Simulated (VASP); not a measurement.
Runs of VASP 6.6.1 on Lu. The structure is cubic, space group Im-3m (No. 229). Conventional cell: a = 3.908 Å, b = 3.908 Å, c = 3.908 Å, α = 90.00°, β = 90.00°, γ = 90.00°. Around Lu (site symmetry m-3m) lie 8 Lu at 3.38 Å. This isn't the form of Lu at room conditions, which is hcp.

```tsv
level	gap on the mesh (eV)	pressure (GPa)	relaxed volume (Å³/atom)
rev-vdW-DF2	none	0.0	28.37
optB88-vdW	none	0.0	28.50
LDA	none	0.0	26.35
PBEsol	none	0.0	28.03
PBE	none	0.0	29.69
r2SCAN	none	0.0	29.66
SCAN	none	0.0	28.00
revPBE	none	0.0	(a)
BLYP	none	0.0	(b)
vdW-DF-cx	none	0.0	(c)
AM05	none	0.0	28.38
PW91	none	0.0	29.44
```

Alike in all rows: task relaxation of cell and atoms; potentials or basis VASP PAW PBE potentials, release 64 (Lu); no spin polarisation; cell relaxed; k mesh 10 × 10 × 10; cutoff (eV) 600; smearing fermi-dirac 0.05 eV.

Task: Estimate the missing entries.

Result: (a) 30.73; (b) 30.29; (c) 27.96.

Caveats: the PAW data sets were made with another functional, which shifts forces and pressure a little (some runs).

A k mesh can miss the band edges, and the runs leave out spin-orbit coupling on Lu.

A gap of «none» marks a metal or a gap under the smearing width.
